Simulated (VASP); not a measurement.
# As in VASP: relaxation of cell and atoms with PBEsol+D4

Aim: the relaxation of cell and atoms of As with PBEsol+D4.

All numbers are computed with VASP 6.6.1; they aren't measurements. Logs are shortened: lines on timing, memory, paths and dates and some standing lists are left out, and cuts for length are marked.

### Step 1. Starting point

The cell holds a sheet with vacuum, 2 atoms: a = 3.600 Å, b = 3.600 Å, c = 17.400 Å, α = 90.00°, β = 90.00°, γ = 120.00°.

The cell was built by a generator and needn't be a form met in nature.

### Step 2. Relaxation of cell and atoms, PBEsol+D4

Contents of INCAR:

```
SYSTEM = As
  PREC = Accurate
  ENCUT = 600
  EDIFF = 1E-6
  ISMEAR = 0
  SIGMA = 0.03
  LREAL = .False.
  LASPH = .True.
  NELM = 120
  ALGO = Normal
  ISIF = 3
  LWAVE = .False.
  LCHARG = .False.
  GGA = PS
  IVDW = 13
  IBRION = 2
  NSW = 60
  EDIFFG = -0.005
  LATTICE_CONSTRAINTS = .TRUE. .TRUE. .FALSE.
  KPAR = 4
```

Contents of KPOINTS:

```
Automatic mesh
0
Gamma
  12 12 1
  0 0 0
```

Contents of POSCAR:

```
As
1.0
    3.6000000000      0.0000000000      0.0000000000
   -1.8000000000      3.1176914500      0.0000000000
    0.0000000000      0.0000000000     17.4000000000
As
2
Direct
    0.3333330000      0.6666670000      0.4597701100
    0.6666670000      0.3333330000      0.5402298900
```

Potentials or basis: VASP PAW PBE potentials, release 64 (As).

Launch:

```sh
> cat potpaw_PBE.64/As/POTCAR > POTCAR
> mpirun -np 4 vasp_std > vasp.out
```

OUTCAR:

```text
SYSTEM = As
   PREC = Accurate
   ENCUT = 600
   EDIFF = 1E-6
   ISMEAR = 0
   LREAL = .False.
   LASPH = .True.
   NELM = 120
   ISIF = 3
   GGA = PS
   IVDW = 13
   IBRION = 2
   NSW = 60
   EDIFFG = -0.005

 ion  position               nearest neighbor table
   1  0.333  0.667  0.460-   2 2.51   2 2.51   2 2.51
   2  0.667  0.333  0.540-   1 2.51   1 2.51   1 2.51

  LATTYP: Found a hexagonal cell.
 ALAT       =     3.6000000000
 C/A-ratio  =     4.8333333333

  Lattice vectors:

 A1 = (   3.6000000000,   0.0000000000,   0.0000000000)
 A2 = (  -1.8000000000,   3.1176914500,   0.0000000000)
 A3 = (   0.0000000000,   0.0000000000,  17.4000000000)

Analysis of symmetry for initial positions (statically):
=====================================================================
 Subroutine PRICEL returns:
 Original cell was already a primitive cell.

 Routine SETGRP: Setting up the symmetry group for a
 hexagonal supercell.

 Subroutine GETGRP returns: Found 12 space group operations
 (whereof 12 operations were pure point group operations)
 out of a pool of 24 trial point group operations.

The static configuration has the point symmetry D_3d.

Analysis of symmetry for dynamics (positions and initial velocities):
=====================================================================
 Subroutine PRICEL returns:
 Original cell was already a primitive cell.

 Routine SETGRP: Setting up the symmetry group for a
 hexagonal supercell.

 Subroutine GETGRP returns: Found 12 space group operations
 (whereof 12 operations were pure point group operations)
 out of a pool of 24 trial point group operations.

The dynamic configuration has the point symmetry D_3d.

 Subroutine INISYM returns: Found 12 space group operations
 (whereof 12 operations are pure point group operations),
 and found     1 'primitive' translations

----------------------------------------------------------------------------------------

                                     Primitive cell

  volume of cell :     195.2922

  direct lattice vectors                    reciprocal lattice vectors
     3.600000000  0.000000000  0.000000000     0.277777778  0.160375075  0.000000000
    -1.800000000  3.117691450  0.000000000     0.000000000  0.320750150  0.000000000
     0.000000000  0.000000000 17.400000000     0.000000000  0.000000000  0.057471264

  length of vectors
     3.600000000  3.599999997 17.400000000     0.320750150  0.320750150  0.057471264

  position of ions in fractional coordinates (direct lattice)
     0.333333000  0.666667000  0.459770110
     0.666667000  0.333333000  0.540229890

  ion indices of the primitive-cell ions
   primitive index   ion index
                 1           1
                 2           2

----------------------------------------------------------------------------------------

 KPOINTS: Automatic mesh

Automatic generation of k-mesh.
 Grid dimensions read from file:
 generate k-points for:   12   12    1

 Generating k-lattice:

  Cartesian coordinates                     Fractional coordinates (reciprocal lattice)
     0.023148148  0.013364590  0.000000000     0.083333333  0.000000000  0.000000000
     0.000000000  0.026729179  0.000000000     0.000000000  0.083333333  0.000000000
     0.000000000  0.000000000  0.057471264     0.000000000  0.000000000  1.000000000

  Length of vectors
     0.026729179  0.026729179  0.057471264

  Shift w.r.t. Gamma in fractional coordinates (k-lattice)
     0.000000000  0.000000000  0.000000000

 Subroutine IBZKPT returns following result:
 ===========================================

 Found     19 irreducible k-points:

 Following reciprocal coordinates:
            Coordinates               Weight
  0.000000  0.000000  0.000000      1.000000
  0.083333  0.000000  0.000000      6.000000
  0.166667  0.000000  0.000000      6.000000
  0.250000 -0.000000  0.000000      6.000000
  0.333333  0.000000  0.000000      6.000000
  0.416667  0.000000  0.000000      6.000000
[... 11 lines left out ...]
  0.333333  0.250000  0.000000     12.000000
  0.333333  0.333333  0.000000      2.000000
   k-points           NKPTS =     19   k-points in BZ     NKDIM =     19   number of bands    NBANDS=      9
   number of dos      NEDOS =    301   number of ions     NIONS =      2
   total plane-waves  NPLWV = 126000
   dimension x,y,z NGX =    30 NGY =   30 NGZ =  140
   dimension x,y,z NGXF=    60 NGYF=   60 NGZF=  280
   ions per type =               2
   NGX,Y,Z   is equivalent  to a cutoff of  13.85, 13.85, 13.38 a.u.
   NGXF,Y,Z  is equivalent  to a cutoff of  27.71, 27.71, 26.75 a.u.
 SYSTEM =  As
   PREC   = accura    normal or accurate (medium, high low for compatibility)
   ISTART =      0    job   : 0-new  1-cont  2-samecut
   ICHARG =      2    charge: 1-file 2-atom 10-const
   ISPIN  =      1    spin polarized calculation?
   LNONCOLLINEAR =      F non collinear calculations
   LSORBIT =      F    spin-orbit coupling
   LASPH  =      T    aspherical Exc in radial PAW
   ENCUT  =  600.0 eV  44.10 Ry    6.64 a.u.   7.19  7.19 34.75*2*pi/ulx,y,z
   NELM   =    120;   NELMIN=  2; NELMDL= -5     # of ELM steps
   EDIFF  = 0.1E-05   stopping-criterion for ELM
   LREAL  =      F    real-space projection
   EDIFFG = -.5E-02   stopping-criterion for IOM
   NSW    =     60    number of steps for IOM
   IBRION =      2    ionic relax: 0-MD 1-quasi-New 2-CG
   NFREE  =      1    steps in history (QN), initial steepest desc. (CG)
   ISIF   =      3    stress and relaxation
   ISYM   =      2    0-nonsym 1-usesym 2-fastsym
   POTIM  = 0.5000    time-step for ionic-motion
   TEBEG  =    0.0;   TEEND  =   0.0 temperature during run
   PSTRESS=    0.0 pullay stress
   NELECT =      10.0000    total number of electrons
   NUPDOWN=      -1.0000    fix difference up-down
   EMIN   =  10.00;   EMAX   =-10.00  energy-range for DOS
   EFERMI =   0.00;   METHOD = LEGACY
   ISMEAR =     0;   SIGMA  =   0.03  broadening in eV -4-tet -1-fermi 0-gaus
   EFERMI_NEDOS =   21; number of points for ismear=-14 and -15
   IALGO  =     38    algorithm
   IMIX   =      4    mixing-type and parameters
     AMIX     =   0.40;   BMIX     =  1.00
     AMIX_MAG =   1.60;   BMIX_MAG =  1.00
  volume/ion in A,a.u.               =      97.65       658.95
  Fermi-wavevector in a.u.,A,eV,Ry     =   0.607920  1.148803  5.028263  0.369567
  Thomas-Fermi vector in A             =   1.662559
   LORBIT       =      0    0 simple, 1 ext, 2 COOP (PROOUT), +10 PAW based schemes
   GGA     = PS    functional components
   LHFCALC =     F    Hartree Fock is set to
   AEXX    =    0.0000 exact exchange contribution
   IVDW    =    13    specifies the selected vdW correction
   LEPSILON=     F    determine dielectric tensor
   LRPA    =     F    only Hartree local field effects (RPA)
 conjugate gradient relaxation of ions
 non-spin polarized calculation
 Gauss-broadening in eV      SIGMA  =   0.03
  energy-cutoff  :      600.00
  volume of cell :      195.29
 maximum number of plane-waves:      6540
 NGX is ok and might be reduce to    30
   NGX = 15   NGY = 15   NGZ = 69

--------------------------------------- Ionic step        1  -------------------------------------------

 number of electron      10.0000000 magnetization

 number of electron       9.9999999 magnetization

 Free energy of the ion-electron system (eV)
  ---------------------------------------------------
  ext. energy  EPLUGINS =         0.00000000
  ---------------------------------------------------
  free energy    TOTEN  =       -10.00063123 eV

  energy without entropy =      -10.00063123  energy(sigma->0) =      -10.00063123

------------------------ aborting loop because EDIFF is reached ----------------------------------------

  DFT-D4 for vdW energy calculation

  Edisp (eV):   -0.22762

  FORCE on cell =-STRESS in cart. coord.  units (eV):
  Direction    XX          YY          ZZ          XY          YZ          ZX
  --------------------------------------------------------------------------------------
  -------------------------------------------------------------------------------------
  Total      -0.97818    -0.97818    -0.34274     0.00000     0.00000     0.00000
  in kB      -8.02497    -8.02497    -2.81182     0.00000     0.00000     0.00000
  external pressure =       -6.29 kB  Pullay stress =        0.00 kB

 VOLUME and BASIS-vectors are now :
 -----------------------------------------------------------------------------
  energy-cutoff  :      600.00
  volume of cell :      195.29
      direct lattice vectors                 reciprocal lattice vectors
     3.600000000  0.000000000  0.000000000     0.277777778  0.160375075  0.000000000
    -1.800000000  3.117691450  0.000000000     0.000000000  0.320750150  0.000000000
     0.000000000  0.000000000 17.400000000     0.000000000  0.000000000  0.057471264

 POSITION                                       TOTAL-FORCE (eV/Angst)
 -----------------------------------------------------------------------------------
     -0.00000      2.07846      8.00000        -0.000000      0.000000      0.243917
      1.80000      1.03923      9.40000         0.000000      0.000000     -0.243917
 -----------------------------------------------------------------------------------
    total drift:                                0.000000      0.000000      0.000000
[... 105 lines left out ...]
 VOLUME and BASIS-vectors are now :
 -----------------------------------------------------------------------------
  energy-cutoff  :      600.00
  volume of cell :      187.95
      direct lattice vectors                 reciprocal lattice vectors
     3.531687482  0.000000000  0.000000000     0.283150762  0.163477169  0.000000000
    -1.765843741  3.058531074  0.000000000     0.000000000  0.326954337  0.000000000
     0.000000000  0.000000000 17.400000000     0.000000000  0.000000000  0.057471264

 POSITION                                       TOTAL-FORCE (eV/Angst)
 -----------------------------------------------------------------------------------
     -0.00000      2.03902      8.00071        -0.000000      0.000000     -0.024845
      1.76585      1.01951      9.39929         0.000000     -0.000000      0.024845
 -----------------------------------------------------------------------------------
    total drift:                                0.000000      0.000000      0.000000

  FREE ENERGIE OF THE ION-ELECTRON SYSTEM (eV)
  ---------------------------------------------------
  free  energy   TOTEN  =       -10.2476932100 eV

  energy  without entropy=      -10.2476932100  energy(sigma->0) =      -10.24769321

--------------------------------------- Ionic step        5  -------------------------------------------

 number of electron      10.0000000 magnetization

 Free energy of the ion-electron system (eV)
  ---------------------------------------------------
  ext. energy  EPLUGINS =         0.00000000
  ---------------------------------------------------
  free energy    TOTEN  =       -10.01064113 eV

  energy without entropy =      -10.01064113  energy(sigma->0) =      -10.01064113

 E-fermi :  -2.8517     XC(G=0):  -3.0604

 val. band max:       -2.9991957350   @ k =   0.0000   0.0000   0.0000
 cond. band min:      -1.5897385976   @ k =   0.3333   0.0000   0.0000
 fundamental gap:      1.4094571373
 Fermi energy:        -2.8516543005

 k-point     1 :       0.0000    0.0000    0.0000
  band No.  band energies     occupation
      1     -16.9803      2.00000
      2     -10.4526      2.00000
      3      -3.8809      2.00000
      4      -2.9992      2.00000
      5      -2.9992      2.00000
      6      -0.8943      0.00000
      7       0.5268      0.00000
      8       0.5268      0.00000
      9       1.7889      0.00000

 k-point     2 :       0.0833    0.0000    0.0000
  band No.  band energies     occupation
      1     -16.8822      2.00000
      2     -10.4242      2.00000
      3      -3.9611      2.00000
      4      -3.8260      2.00000
      5      -3.2275      2.00000
      6      -0.3080      0.00000
      7       0.4431      0.00000
      8       0.7550      0.00000
      9       1.9392      0.00000

 k-point     3 :       0.1667    0.0000    0.0000
  band No.  band energies     occupation
      1     -16.5907      2.00000
      2     -10.3864      2.00000
      3      -5.4095      2.00000
      4      -3.7271      2.00000
      5      -3.6965      2.00000
      6      -0.7952      0.00000
      7       1.1882      0.00000
      8       1.1930      0.00000
      9       2.2710      0.00000
[... 207 lines left out ...]
 VOLUME and BASIS-vectors are now :
 -----------------------------------------------------------------------------
  energy-cutoff  :      600.00
  volume of cell :      187.76
      direct lattice vectors                 reciprocal lattice vectors
     3.529916769  0.000000000  0.000000000     0.283292799  0.163559174  0.000000000
    -1.764958384  3.056997592  0.000000000     0.000000000  0.327118347  0.000000000
     0.000000000  0.000000000 17.400000000     0.000000000  0.000000000  0.057471264

 POSITION                                       TOTAL-FORCE (eV/Angst)
 -----------------------------------------------------------------------------------
     -0.00000      2.03800      7.99964         0.000000     -0.000000     -0.002417
      1.76496      1.01900      9.40036        -0.000000      0.000000      0.002417
 -----------------------------------------------------------------------------------
    total drift:                                0.000000      0.000000      0.000000

  FREE ENERGIE OF THE ION-ELECTRON SYSTEM (eV)
  ---------------------------------------------------
  free  energy   TOTEN  =       -10.2477337654 eV

  energy  without entropy=      -10.2477337654  energy(sigma->0) =      -10.24773377

 reached required accuracy - stopping structural energy minimisation
```

Wall time 71 s (4 MPI ranks of AMD EPYC 7R13 (Zen 3), shared host); peak memory 0.36 GiB.

Results:

```
Free energy                            : -10.2477 eV
Relaxed volume                         : 93.88 Å³/atom
Relaxed cell                           : a = 3.530 Å, b = 3.530 Å, c = 17.400 Å, α = 90.00°, β = 90.00°, γ = 120.00°
Space group after relaxing (to 0.05 Å) : P-3m1 (No. 164)
Energy gained by relaxing              : 9.7 meV/atom
Ionic steps                            : 5
Band gap on the k mesh                 : 1.41 eV, indirect (least direct gap 2.10 eV)
Dispersion energy per atom             : -0.119 eV
```

Forces in eV/Å, atoms in the order of the input:
```
As   0.000  0.000 -0.002
As   0.000  0.000  0.002
```

The path:
| step | energy change (eV) | largest force (eV/Å) | pressure (GPa) | volume (Å³) |
| --- | --- | --- | --- | --- |
| 1 | 0.0000 | 0.2439 | -0.63 | 195.29 |
| 2 | -0.0129 | 0.4041 | 0.39 | 186.19 |
| 3 | -0.0177 | 0.1730 | 0.02 | 189.21 |
| 4 | -0.0194 | 0.0248 | 0.01 | 187.95 |
| 5 | -0.0195 | 0.0024 | 0.00 | 187.76 |

Final structure:
```
CELL_PARAMETERS angstrom
3.52992 0.00000 0.00000
-1.76496 3.05700 0.00000
0.00000 0.00000 17.40000
ATOMIC_POSITIONS crystal
As 0.33333 0.66667 0.45975
As 0.66667 0.33333 0.54025
```

Caveat: the PAW data sets were made with another functional, which shifts forces and pressure a little. A hybrid or GW would open this gap; PBEsol tends to underestimate it.
